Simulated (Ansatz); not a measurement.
# HfSi2 (ZrSi2 type): how the settings move a single-point run

Question: which choices in the input matter for HfSi2 (ZrSi2 type)?

Computed with Ansatz 0.2.0 (reference: DFT r2SCAN, scalar-relativistic, plane waves, PAW, unless a step's input says otherwise).

## (1) The starting structure

The structure is orthorhombic, space group Cmcm (No. 63). The conventional cell has a = 3.645 Å, b = 14.623 Å, c = 3.647 Å, α = 90.00°, β = 90.00°, γ = 90.00°. Hf (site symmetry m2m) has 10 Si at 2.69 to 2.95 Å as nearest neighbours. Si (site symmetry m2m) has 2 Si at 2.39 Å and 6 Hf at 2.69 to 2.95 Å as nearest neighbours. Si (site symmetry m2m) is surrounded by 4 Si at 2.58 Å and 4 Hf at 2.79 Å.

Coordinates:

```cif
data_structure
_symmetry_space_group_name_H-M 'Cmcm'
_symmetry_Int_Tables_number 63
_cell_length_a 3.6455
_cell_length_b 14.6228
_cell_length_c 3.6470
_cell_angle_alpha 90.000
_cell_angle_beta 90.000
_cell_angle_gamma 90.000
_cell_volume 194.41
loop_
_atom_site_label
_atom_site_type_symbol
_atom_site_symmetry_multiplicity
_atom_site_Wyckoff_symbol
_atom_site_fract_x
_atom_site_fract_y
_atom_site_fract_z
_atom_site_occupancy
Hf1 Hf 4 c 0.50000 0.89412 0.25000 1
Si1 Si 4 c 0.50000 0.55281 0.25000 1
Si2 Si 4 c 0.00000 0.75007 0.25000 1
```

## (2) The reference run

Input file input.yaml:

```yaml
crystal:
  lattice:
    - [1.8227461172, -7.3114222057, 0.0]
    - [1.8227461172, 7.3114222057, 0.0]
    - [0.0, 0.0, 3.6469898843]
  atoms:
    - { symbol: Hf, position: [0.6058800457, 0.3941199543, 0.25] }
    - { symbol: Hf, position: [0.3941199543, 0.6058800457, 0.75] }
    - { symbol: Si, position: [0.9471874423, 0.0528125577, 0.25] }
    - { symbol: Si, position: [0.0528125577, 0.9471874423, 0.75] }
    - { symbol: Si, position: [0.2499264586, 0.7500735414, 0.25] }
    - { symbol: Si, position: [0.7500735414, 0.2499264586, 0.75] }
basis:
  ecutwfc: 500
  ecutrho_ratio: 4
kpoints:
  mp_grid: { grid: [8, 8, 8] }
  band_path:
    path:
      - [[0.0, 0.0, 0.0], [-0.5, 0.5, 0.0], [-0.26553777, 0.73446223, 0.0]]
      - [[0.26553777, 0.26553777, 0.0], [0.0, 0.0, 0.0], [0.0, 0.0, 0.5], [0.26553777, 0.26553777, 0.5]]
      - [[-0.26553777, 0.73446223, 0.5], [-0.5, 0.5, 0.5], [-0.5, 0.5, 0.0]]
      - [[0.0, 0.0, 0.0], [0.0, 0.5, 0.0], [0.0, 0.5, 0.5], [0.0, 0.0, 0.5], [-0.5, 0.5, 0.5]]
    npoints: 14
hamiltonian:
  xc: r2scan
scf:
  occupations: { method: gaussian, width: 0.05 }
  n_extra_bands: 20
output:
  forces: true
  stress: true
  eigenvalues: true
  populations: true
  dos: { projected: true, de: 0.02, nscf_kmesh: { grid: [12, 12, 12] } }
  bader: true
  write_density: true
  write_potential: true
  elf: true
  volumetric_format: npy
```

Launch:

```console
ansatz run input.yaml --threads 4 --pin off --max-ram 7168MiB --backend cpu --events-out ev --progress --plain --runs-dir out
```

The main lines of its log:

```text
[...]
Basis set: ecut = 500 eV, 2481 PW (Γ), FFT grids on a1+a2, a2, a3, exchange–correlation on 108×240×108 points (64 copies of the dense FFT grid, shifted against one another)
[...]
k-points: 105 of 512
[...]
SCF iter   1: F=—  HF=-34025.686202 eV  |F-HF|=—  |Δ(HF+E_count)|=         —  Δρ=7.59e-3  dr2=1.04e-1  dr2_τ=7.26e-2  ethr=1.77e-3  ⟨swp⟩=5.4  Hψ=22571  notcnv=0  defer=354
preconditioner: auto → Kerker (q_TF=auto, 2.571 Å⁻¹)  [metal: Δε(μ)=0.032 eV  Ē_g=15.030 eV  σ=0.050 eV  W_gap=0.33  n_scr=30 (ndim 8)  ℏωp=27.2 eV  f_vac=0.000  D(μ)=1.39/eV (n_scr^D=2)]
SCF iter   2: F=—  HF=-34025.761077 eV  |F-HF|=—  |Δ(HF+E_count)|=   7.49e-2  Δρ=3.31e-3  dr2=1.21e-2  dr2_τ=2.86e-3  ethr=1.53e-4  ⟨swp⟩=2.1  Hψ=10905  notcnv=0  defer=1387
[...]
SCF iter   7: F=—  HF=-34025.759461 eV  |F-HF|=—  |Δ(HF+E_count)|=   6.53e-7  Δρ=1.32e-5  dr2=3.85e-7  dr2_τ=5.09e-9  ethr=7.99e-9  ⟨swp⟩=2.0  Hψ=7562  notcnv=0  defer=1387
SCF iter   8: F=-34025.759461 eV  HF=-34025.759461 eV  |F-HF|=1.11e-8  |Δ(HF+E_count)|=   1.12e-9  Δρ=3.60e-6  dr2=1.96e-8  dr2_τ=2.51e-9  ethr=1.47e-10  ⟨swp⟩=14.3  Hψ=41870  notcnv=0
[...]
SCF converged after 8 iterations
Free energy (F): -34025.759461 eV
[...]
E sigma→0 (E₀):  -34025.758750 eV
[...]
Fermi energy:    15.754850 eV
[...]
  P = ⅓ Tr σ = 0.0112 GPa (0.112 kbar)
[...]
```

Run time: 66 s. Hardware: 4 threads of Arm Neoverse V2, shared host; peak memory 1.4 GiB.

## (3) Changing settings: ecutwfc 600 eV, mp_grid.shift [0.5, 0.5, 0.5]

Input file input.yaml:

```yaml
crystal:
  lattice:
    - [1.8227461172, -7.3114222057, 0.0]
    - [1.8227461172, 7.3114222057, 0.0]
    - [0.0, 0.0, 3.6469898843]
  atoms:
    - { symbol: Hf, position: [0.6058800457, 0.3941199543, 0.25] }
    - { symbol: Hf, position: [0.3941199543, 0.6058800457, 0.75] }
    - { symbol: Si, position: [0.9471874423, 0.0528125577, 0.25] }
    - { symbol: Si, position: [0.0528125577, 0.9471874423, 0.75] }
    - { symbol: Si, position: [0.2499264586, 0.7500735414, 0.25] }
    - { symbol: Si, position: [0.7500735414, 0.2499264586, 0.75] }
basis:
  ecutwfc: "600 eV"
  ecutrho_ratio: 4
kpoints:
  mp_grid: { grid: [8, 8, 8], shift: [0.5, 0.5, 0.5] }
hamiltonian:
  xc: r2scan
scf:
  occupations: { method: gaussian, width: 0.05 }
output:
  forces: true
  stress: true
```

Launch:

```console
ansatz run input.yaml --threads 4 --pin off --max-ram 7168MiB --backend cpu --events-out ev --progress --plain --runs-dir out
```

What it wrote (excerpt; [...] marks lines left out):

```text
Warning: RAYON_NUM_THREADS=4 ignored (pool sized by the plan → 4); use --threads N
[...]
Pseudopotentials: kind: paw
Pseudopotential: Hf, paw, valence charge 26, recommended cutoff 500 eV (meta_gga), Hf.paw.azcp
Pseudopotential: Si, paw, valence charge 4, recommended cutoff 500 eV (meta_gga), Si.paw.azcp
Functional definition: r2SCAN
[...]
Crystal: 6 atoms, lattice volume = 97.206 Å³
Basis set: ecut = 600 eV, 3265 PW (Γ), FFT grids on a1+a2, a2, a3, exchange–correlation on 120×256×120 points (64 copies of the dense FFT grid, shifted against one another)
Bands: 40, of which v1, the nominal top of the filled ones, is band 34 counted from 1 (33 counted from 0)
Symmetry: 8 space group operations
Space group: Cmcm (ITA 63), of the structure as read, at distance tolerance 4.6e-5 Å
k-points: 80 of 512
[...]
SCF iter   1: F=—  HF=-34025.701074 eV  |F-HF|=—  |Δ(HF+E_count)|=         —  Δρ=7.63e-3  dr2=1.08e-1  dr2_τ=7.19e-2  ethr=1.77e-3  ⟨swp⟩=6.5  Hψ=12651  notcnv=0
[...]
SCF iter   8: F=-34025.773389 eV  HF=-34025.773389 eV  |F-HF|=1.41e-8  |Δ(HF+E_count)|=   3.28e-9  Δρ=3.09e-6  dr2=1.56e-8  dr2_τ=1.07e-9  ethr=1.47e-10  ⟨swp⟩=4.0  Hψ=10988  notcnv=0
[...]
SCF converged after 8 iterations
Free energy (F): -34025.773389 eV
[...]
E sigma→0 (E₀):  -34025.772508 eV
Entropy (-TS):   -0.001762 eV (-0.294 meV/atom)
Fermi energy:    15.733910 eV
[...]
--- Forces (eV/Å), atoms counted from 1 ---
  atom   1  Hf     0.00000000    -0.01224340     0.00000000
  atom   2  Hf    -0.00000000     0.01224340    -0.00000000
  atom   3  Si     0.00000000     0.03299726     0.00000000
  atom   4  Si    -0.00000000    -0.03299726    -0.00000000
  atom   5  Si    -0.00000000     0.00243320    -0.00000000
  atom   6  Si     0.00000000    -0.00243320     0.00000000
[...]
--- Stress (GPa, compression-positive) ---
        0.634567      -0.000000       0.000000
       -0.000000      -0.398412       0.000000
        0.000000       0.000000      -0.445091
  P = ⅓ Tr σ = -0.0696 GPa (-0.696 kbar)
```

Run time: 12 s. Hardware: 4 threads of Arm Neoverse V2, shared host; peak memory 0.91 GiB.

Changing the cutoff and k-point mesh moves the energy by -2.3 meV/atom, and the largest force goes from 0.00 to 0.03 eV/Å. More than one kind of setting changed, and this run alone doesn't tell their shares apart.

## (4) Changing settings: mixing.algorithm msr1, mixing.beta 0.05

Input file input.yaml:

```yaml
crystal:
  lattice:
    - [1.8227461172, -7.3114222057, 0.0]
    - [1.8227461172, 7.3114222057, 0.0]
    - [0.0, 0.0, 3.6469898843]
  atoms:
    - { symbol: Hf, position: [0.6058800457, 0.3941199543, 0.25] }
    - { symbol: Hf, position: [0.3941199543, 0.6058800457, 0.75] }
    - { symbol: Si, position: [0.9471874423, 0.0528125577, 0.25] }
    - { symbol: Si, position: [0.0528125577, 0.9471874423, 0.75] }
    - { symbol: Si, position: [0.2499264586, 0.7500735414, 0.25] }
    - { symbol: Si, position: [0.7500735414, 0.2499264586, 0.75] }
basis:
  ecutwfc: 500
  ecutrho_ratio: 4
kpoints:
  mp_grid: { grid: [8, 8, 8] }
hamiltonian:
  xc: r2scan
scf:
  occupations: { method: gaussian, width: 0.05 }
  mixing: { algorithm: msr1, beta: 0.05 }
output:
  forces: true
  stress: true
```

Launch:

```console
ansatz run input.yaml --threads 4 --pin off --max-ram 7168MiB --backend cpu --events-out ev --progress --plain --runs-dir out
```

What it wrote (excerpt; [...] marks lines left out):

```text
Warning: RAYON_NUM_THREADS=4 ignored (pool sized by the plan → 4); use --threads N
[...]
[... 4 set-up lines as earlier in the session ...]
[...]
Crystal: 6 atoms, lattice volume = 97.206 Å³
Basis set: ecut = 500 eV, 2481 PW (Γ), FFT grids on a1+a2, a2, a3, exchange–correlation on 108×240×108 points (64 copies of the dense FFT grid, shifted against one another)
Bands: 40, of which v1, the nominal top of the filled ones, is band 34 counted from 1 (33 counted from 0)
[... 2 set-up lines as earlier in the session ...]
k-points: 105 of 512
[...]
SCF iter   1: F=—  HF=-34025.686036 eV  |F-HF|=—  |Δ(HF+E_count)|=         —  Δρ=7.57e-3  dr2=1.03e-1  dr2_τ=7.27e-2  ethr=1.77e-3  ⟨swp⟩=6.5  Hψ=16639  notcnv=0
[...]
SCF iter  11: F=-34025.759461 eV  HF=-34025.759461 eV  |F-HF|=4.34e-9  |Δ(HF+E_count)|=   8.33e-8  Δρ=3.78e-6  dr2=1.94e-8  dr2_τ=3.33e-10  ethr=1.47e-10  ⟨swp⟩=3.0  Hψ=19028  notcnv=0
[...]
SCF converged after 11 iterations
Free energy (F): -34025.759461 eV
[...]
E sigma→0 (E₀):  -34025.758750 eV
Entropy (-TS):   -0.001421 eV (-0.237 meV/atom)
Fermi energy:    15.754877 eV
[...]
--- Forces (eV/Å), atoms counted from 1 ---
  atom   1  Hf     0.00000000    -0.00083747     0.00000000
  atom   2  Hf    -0.00000000     0.00083747    -0.00000000
  atom   3  Si     0.00000000    -0.00074819     0.00000000
  atom   4  Si    -0.00000000     0.00074819    -0.00000000
  atom   5  Si    -0.00000000    -0.00092986    -0.00000000
  atom   6  Si     0.00000000     0.00092986     0.00000000
[...]
--- Stress (GPa, compression-positive) ---
        0.010781      -0.000000       0.000000
       -0.000000      -0.044219       0.000000
        0.000000       0.000000       0.067470
  P = ⅓ Tr σ = 0.0113 GPa (0.113 kbar)
```

Run time: 15 s. Hardware: 4 threads of Arm Neoverse V2, shared host; peak memory 0.83 GiB.

Same state: the changed mixing leaves the energy within 0.5 meV/atom.

## (5) Variant: n_extra_bands 16

Input file input.yaml:

```yaml
crystal:
  lattice:
    - [1.8227461172, -7.3114222057, 0.0]
    - [1.8227461172, 7.3114222057, 0.0]
    - [0.0, 0.0, 3.6469898843]
  atoms:
    - { symbol: Hf, position: [0.6058800457, 0.3941199543, 0.25] }
    - { symbol: Hf, position: [0.3941199543, 0.6058800457, 0.75] }
    - { symbol: Si, position: [0.9471874423, 0.0528125577, 0.25] }
    - { symbol: Si, position: [0.0528125577, 0.9471874423, 0.75] }
    - { symbol: Si, position: [0.2499264586, 0.7500735414, 0.25] }
    - { symbol: Si, position: [0.7500735414, 0.2499264586, 0.75] }
basis:
  ecutwfc: 500
  ecutrho_ratio: 4
kpoints:
  mp_grid: { grid: [8, 8, 8] }
hamiltonian:
  xc: r2scan
scf:
  occupations: { method: gaussian, width: 0.05 }
  n_extra_bands: 16
output:
  forces: true
  stress: true
```

Launch:

```console
ansatz run input.yaml --threads 4 --pin off --max-ram 7168MiB --backend cpu --events-out ev --progress --plain --runs-dir out
```

What it wrote (excerpt; [...] marks lines left out):

```text
Warning: RAYON_NUM_THREADS=4 ignored (pool sized by the plan → 4); use --threads N
[...]
scf.n_extra_bands = 16 over 34 filled bands (N_el = 68.0): the run solves 50 bands
[...]
[... 4 set-up lines as earlier in the session ...]
[...]
Crystal: 6 atoms, lattice volume = 97.206 Å³
Basis set: ecut = 500 eV, 2481 PW (Γ), FFT grids on a1+a2, a2, a3, exchange–correlation on 108×240×108 points (64 copies of the dense FFT grid, shifted against one another)
Bands: 50, of which v1, the nominal top of the filled ones, is band 34 counted from 1 (33 counted from 0)
[... 2 set-up lines as earlier in the session ...]
k-points: 105 of 512
[...]
SCF iter   8: F=-34025.759461 eV  HF=-34025.759461 eV  |F-HF|=1.05e-8  |Δ(HF+E_count)|=   1.71e-9  Δρ=3.62e-6  dr2=1.93e-8  dr2_τ=2.47e-9  ethr=1.47e-10  ⟨swp⟩=4.0  Hψ=16408  notcnv=0
[...]
SCF converged after 8 iterations
Free energy (F): -34025.759461 eV
[...]
E sigma→0 (E₀):  -34025.758750 eV
Entropy (-TS):   -0.001421 eV (-0.237 meV/atom)
Fermi energy:    15.754851 eV
[...]
--- Forces (eV/Å), atoms counted from 1 ---
  atom   1  Hf     0.00000000    -0.00063366     0.00000000
  atom   2  Hf    -0.00000000     0.00063366    -0.00000000
  atom   3  Si     0.00000000    -0.00073013     0.00000000
  atom   4  Si    -0.00000000     0.00073013    -0.00000000
  atom   5  Si    -0.00000000    -0.00093007    -0.00000000
  atom   6  Si     0.00000000     0.00093007     0.00000000
[...]
--- Stress (GPa, compression-positive) ---
        0.010802      -0.000000       0.000000
       -0.000000      -0.044599       0.000000
        0.000000       0.000000       0.067340
  P = ⅓ Tr σ = 0.0112 GPa (0.112 kbar)
```

Wall time 13 s (4 threads of Arm Neoverse V2, shared host); peak memory 0.9 GiB.

Energy and cycle count are those of the reference, so the change (band count) left the result and the number of cycles as they were.

## (6) Changing settings: hubbard.sites [{species: Hf, l: d, u_eff: 8.0}], hubbard.double_counting amf

Input file input.yaml:

```yaml
crystal:
  lattice:
    - [1.8227461172, -7.3114222057, 0.0]
    - [1.8227461172, 7.3114222057, 0.0]
    - [0.0, 0.0, 3.6469898843]
  atoms:
    - { symbol: Hf, position: [0.6058800457, 0.3941199543, 0.25] }
    - { symbol: Hf, position: [0.3941199543, 0.6058800457, 0.75] }
    - { symbol: Si, position: [0.9471874423, 0.0528125577, 0.25] }
    - { symbol: Si, position: [0.0528125577, 0.9471874423, 0.75] }
    - { symbol: Si, position: [0.2499264586, 0.7500735414, 0.25] }
    - { symbol: Si, position: [0.7500735414, 0.2499264586, 0.75] }
basis:
  ecutwfc: 500
  ecutrho_ratio: 4
kpoints:
  mp_grid: { grid: [8, 8, 8] }
hamiltonian:
  xc: r2scan
  hubbard: { sites: [{ species: Hf, l: d, u_eff: 8.0 }], double_counting: amf }
scf:
  occupations: { method: gaussian, width: 0.05 }
output:
  forces: true
  stress: true
```

Launch:

```console
ansatz run input.yaml --threads 4 --pin off --max-ram 7168MiB --backend cpu --events-out ev --progress --plain --runs-dir out
```

What it wrote (excerpt; [...] marks lines left out):

```text
Warning: RAYON_NUM_THREADS=4 ignored (pool sized by the plan → 4); use --threads N
[...]
Hf: projections on atomic orbitals take those of the free atom [Kr 4d10] 4f14 5s2 5p6 5d2 6s2, of charge +0.00 (hamiltonian.pseudopotentials.projection_atoms); the dataset's partial waves leave at most 4.9e-5 of an orbital's norm unspanned inside its sphere
Si: projections on atomic orbitals take those of the free atom [Ne] 3s2 3p2, of charge +0.00 (hamiltonian.pseudopotentials.projection_atoms); the dataset's partial waves leave at most 6.1e-8 of an orbital's norm unspanned inside its sphere
[...]
[... 4 set-up lines as earlier in the session ...]
[...]
Crystal: 6 atoms, lattice volume = 97.206 Å³
[...]
SCF iter  12: F=-34025.906905 eV  HF=-34025.906905 eV  |F-HF|=2.73e-8  |Δ(HF+E_count)|=   2.40e-7  Δρ=6.14e-6  dr2=5.94e-8  dr2_τ=2.14e-9  ethr=1.47e-10  ⟨swp⟩=5.0  Hψ=16163  notcnv=0
[...]
SCF converged after 12 iterations
Free energy (F): -34025.906905 eV
[...]
E sigma→0 (E₀):  -34025.906363 eV
Entropy (-TS):   -0.001085 eV (-0.181 meV/atom)
Fermi energy:    15.603015 eV
[...]
DFT+U double counting: amf (around mean field; hamiltonian.hubbard.double_counting)
--- Forces (eV/Å), atoms counted from 1 ---
  atom   1  Hf     0.00000000     0.23116167     0.00000000
  atom   2  Hf    -0.00000000    -0.23116167    -0.00000000
  atom   3  Si     0.00000000     0.37001343     0.00000000
  atom   4  Si    -0.00000000    -0.37001343    -0.00000000
  atom   5  Si    -0.00000000     0.00347742     0.00000000
  atom   6  Si     0.00000000    -0.00347742     0.00000000
[...]
--- Stress (GPa, compression-positive) ---
        0.581008      -0.000000       0.000000
       -0.000000       0.102647       0.000000
        0.000000       0.000000      -0.303447
  P = ⅓ Tr σ = 0.1267 GPa (1.267 kbar)
Occupation matrices written to <dir>
```

It took 20 s on 4 threads of Arm Neoverse V2, shared host; peak memory 1.2 GiB.

Changing the Hubbard U moves the energy by -24.6 meV/atom, and the largest force goes from 0.00 to 0.37 eV/Å. The U term adds an energy of its own, so the shift says nothing about which run is better.

## (7) Comparison

| run | ending | energy change | pressure (GPa) | gap (eV) | force (eV/Å) | cycles | time |
| --- | --- | --- | --- | --- | --- | --- | --- |
| reference | converged | 0 | 0.0 | 0.00 | 0.00 | 8 | 66 s |
| 1: ecutwfc 600 eV, mp_grid.shift [0.5, 0.5, 0.5] | converged | -2.3 meV/atom | -0.1 | 0.00 | 0.03 | 8 | 12 s |
| 2: mixing.algorithm msr1, mixing.beta 0.05 | converged | 0.0 meV/atom | 0.0 | 0.00 | 0.00 | 11 | 15 s |
| 3: n_extra_bands 16 | converged | 0.0 meV/atom | 0.0 | 0.00 | 0.00 | 8 | 13 s |
| 4: hubbard.sites [{species: Hf, l: d, u_eff: 8.0}], hubbard.double_counting amf | converged | -24.6 meV/atom (U changed: no physical gain or loss) | 0.1 | 0.00 | 0.37 | 12 | 20 s |

Times don't compare one to one where runs were asked for different outputs or read a saved state (see the inputs); cycles may leave out searches for a lower state.

Residual by cycle in the longest SCF loop of each run; runs are numbered as in the table. The quantity is the density residual dr2, in eV.

| cycle | reference | run 1 | run 2 | run 3 | run 4 |
| --- | --- | --- | --- | --- | --- |
| 1 | 0.104 | 0.108 | 0.103 | 0.103 | 1.87 |
| 2 | 0.0121 | 0.0128 | 0.076 | 0.0122 | 0.722 |
| 3 | 0.00793 | 0.00828 | 0.0217 | 0.00799 | 0.121 |
| 4 | 0.00114 | 0.00112 | 0.0114 | 0.00113 | 0.032 |
| 5 | 6.2e-5 | 4.9e-5 | 2.6e-4 | 6.1e-5 | 0.00207 |
| 6 | 5.4e-6 | 3.4e-6 | 1.4e-4 | 5.4e-6 | 5.7e-4 |
| 7 | 3.9e-7 | 2.6e-7 | 3.7e-5 | 3.8e-7 | 1.2e-4 |
| 8 | 2.0e-8 | 1.6e-8 | 2.2e-5 | 1.9e-8 | 2.7e-5 |
| 9 | - | - | 1.0e-5 | - | 5.3e-6 |
| 10 | - | - | 5.2e-7 | - | 1.1e-6 |
| 11 | - | - | 1.9e-8 | - | 3.1e-7 |
| 12 | - | - | - | - | 5.9e-8 |

**Reading.** Of the converged runs whose energies compare with the reference's, «ecutwfc 600 eV, mp_grid.shift [0.5, 0.5, 0.5]» moves the energy most (-2.3 meV/atom). A changed U is a change of model: its shifts are not errors of convergence.
